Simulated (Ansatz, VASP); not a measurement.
Sn: VASP beside Ansatz

```
Sn
1.0
    -1.87240    1.87240    1.87240
     1.87240   -1.87240    1.87240
     1.87240    1.87240   -1.87240
Sn
1
Cartesian
  0.0000 0.0000 0.0000
```

This isn't the form of Sn at room conditions, which is tetragonal (white tin).

Alike in both runs: task single point; functional PBEsol; k mesh 24 × 24 × 24; occupations gaussian, width 0.15 eV; no spin polarisation.

|  | VASP | Ansatz |
| --- | --- | --- |
| version | VASP 6.6.1 | Ansatz 0.2.0 |
| potentials or method | VASP PAW PBE potentials, release 64 (Sn_d) | scalar-relativistic, plane waves, PAW |
| plane-wave cutoff (eV) | 520 | 420 |
| valence electrons in the cell | 14 | 14 |

|  | VASP | Ansatz | Ansatz less VASP |
| --- | --- | --- | --- |
| gap on the k mesh at the Fermi level (eV) | none | none | - |
| pressure (GPa) | -0.2 | -0.2 | +0.01 |

A gap of «none» marks a metal or a gap that the smearing closes.

Caveats: the PAW data sets were made with another functional, which shifts forces and pressure a little (VASP).
